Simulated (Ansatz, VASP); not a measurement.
**Two plane-wave programs on CdSe**

```
Cd Se
1.0
     0.00000    3.06780    3.06780
     3.06780    0.00000    3.06780
     3.06780    3.06780    0.00000
Cd Se
1 1
Direct
  0.00000 0.00000 0.00000
  0.75000 0.75000 0.75000
```

Alike in both runs: task single point; functional PBE; k mesh 6 × 6 × 6; no spin polarisation.

|  | VASP | Ansatz |
| --- | --- | --- |
| version | VASP 6.6.1 | Ansatz 0.2.0 |
| potentials or method | VASP PAW PBE potentials, release 64 (Cd, Se) | plane waves |
| plane-wave cutoff (eV) | 520 | 420 |
| occupations | gaussian, width 0.01 eV | fixed |
| valence electrons in the cell | 18 | 36 |

```tsv
	VASP	Ansatz	Ansatz less VASP
gap on the k mesh at the Fermi level (eV)	0.55	0.55	+0.001
pressure (GPa)	1.7	1.4	-0.28
```

The two sets of potentials don't hold the same shells in valence.

As with any semilocal functional, this PBE gap is likely too small.
